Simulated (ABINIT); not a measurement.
The system is SrO.

```
Sr O
1.0
     0.00000    2.56630    2.56630
     2.56630    0.00000    2.56630
     2.56630    2.56630    0.00000
Sr O
1 1
Direct
  0.50000 0.50000 0.50000
  0.00000 0.00000 0.00000
```

Program: ABINIT 10.8.3 (patched build). Alike in all runs: cell as given; smearing fermi-dirac 0.05 eV.

Order these runs on this cell by their band gap on the k mesh, lowest first.
A. level AM05; potentials or basis JTH PAW PBE v2.0; spin SOC, no magnetisation; k mesh 9 × 9 × 9; cutoff (eV) 626; fine-grid cutoff 1224.51 eV; mesh quality not flagged
B. level SCAN; potentials or basis JTH PAW PBE v2.0; spin off; k mesh 9 × 9 × 9; cutoff (eV) 762; fine-grid cutoff 1360.57 eV; mesh quality not flagged
C. level LDA; potentials or basis JTH PAW LDA v2.0; spin off; k mesh 4 × 4 × 4; cutoff (eV) 626; fine-grid cutoff 1224.51 eV; mesh quality coarse
D. level BLYP; potentials or basis JTH PAW PBE v2.0; spin off; k mesh 9 × 9 × 9; cutoff (eV) 626; fine-grid cutoff 1224.51 eV; mesh quality not flagged

C (3.15 eV), A (3.30 eV), D (3.50 eV), B (3.84 eV).

Caveats: some runs use coarse meshes.

A k mesh can miss the band edges, odd and even meshes differently.
